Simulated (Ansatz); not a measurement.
## simple cubic against fcc along the 4d metals

These are results of DFT, revPBE, plane waves (420 eV) with PAW, scalar-relativistic (Ansatz), not measurements. The PAW files were generated under PBE, with cores re-solved for the functional.

Each structure is relaxed within its symmetry, in the lowest magnetic state of the tried starts. Differences under about 8 meV lie within the error of the k-point mesh.

```
element  E(simple cubic) − E(fcc) (meV/atom)  V(simple cubic) (Å³/atom)  V(fcc) (Å³/atom)  state of simple cubic       state of fcc
      Y                                    ?                          ?                 ?                      ?                  ?
     Zr                                  844                      25.25             23.64      spin not included  spin not included
     Nb                                  665                      20.41             19.03      spin not included  spin not included
     Mo                                  722                      17.86             16.20      spin not included  spin not included
     Ru                                 1002                      16.05             14.00      spin not included  spin not included
     Rh                                  769                      16.60             14.24      spin not included       non-magnetic
     Pd                                  482                      18.32             15.69      spin not included  spin not included
     Ag                                  306                      21.62             18.43      spin not included  spin not included
     Cd                                  102                      28.21             23.97      spin not included  spin not included
```

**Question.** Fill in the row of Y.

**Answer.** E(simple cubic) − E(fcc) (meV/atom): 770; V(simple cubic) (Å³/atom): 36.28; V(fcc) (Å³/atom): 33.57; state of simple cubic: spin not included; state of fcc: spin not included.
